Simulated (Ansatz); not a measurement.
## Ag: hydrostatic pressure series

Computed with Ansatz, DFT PBEsol, scalar-relativistic, plane waves, PAW. (420 eV cutoff, 18×18×18 k-mesh, Gaussian smearing of 0.10 eV, no spin polarisation)

The relaxed crystal:

```
Ag
1.0
    -1.61256    1.61256    1.61256
     1.61256   -1.61256    1.61256
     1.61256    1.61256   -1.61256
Ag
1
Direct
  0.00000 0.00000 0.00000
```

Cell and atoms are relaxed at each pressure within the symmetry of the start, at zero temperature, so transitions that lower the symmetry aren't seen. The k-mesh given is that at zero pressure and may differ at others.

Task: Give the structure at 50 GPa.

Result:
```
Ag
1.0
    -1.49443    1.49443    1.49443
     1.49443   -1.49443    1.49443
     1.49443    1.49443   -1.49443
Ag
1
Direct
  0.00000 0.00000 0.00000
```
It takes space group Im-3m (No. 229, cubic). The conventional cell has a = 2.989 Å, b = 2.989 Å, c = 2.989 Å, α = 90.00°, β = 90.00°, γ = 90.00°. Ag (site symmetry m-3m) is surrounded by 8 Ag at 2.59 Å.

This bcc form isn't the element's structure at ambient conditions.